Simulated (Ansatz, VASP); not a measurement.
## Two plane-wave programs on MgSe

```xyz
2
Lattice="0.0000 2.7545 2.7545 2.7545 0.0000 2.7545 2.7545 2.7545 0.0000" Properties=species:S:1:pos:R:3 pbc="T T T"
Mg    0.0000    0.0000    0.0000
Se    2.7545    2.7545    2.7545
```

Alike in both runs: functional PBE; k mesh 8 × 8 × 8; occupations gaussian, width 0.02 eV; no spin polarisation.

Ansatz relaxed the structure, and its values are those at the end. VASP's run is a single point on that final structure, the one shown.

```csv
,VASP,Ansatz
version,VASP 6.6.1,Ansatz 0.2.0
potentials or method,"VASP PAW PBE potentials, release 64 (Mg, Se)","scalar-relativistic, plane waves, PAW"
plane-wave cutoff (eV),520,420
valence electrons in the cell,8,26
```

VASP gave:

| Property | Result |
| --- | --- |
| gap on the k mesh at the Fermi level (eV) | 1.75 |
| least direct gap on the mesh (eV) | 2.39 |
| pressure (GPa) | -0.1 |

**Question.** Which values does Ansatz return?

**Answer.** gap on the k mesh at the Fermi level (eV): 1.77; least direct gap on the mesh (eV): 2.40; pressure (GPa): 0.0.

The two sets of potentials don't hold the same shells in valence.

A k mesh can miss the band edges. As with any semilocal functional, this PBE gap is likely too small.
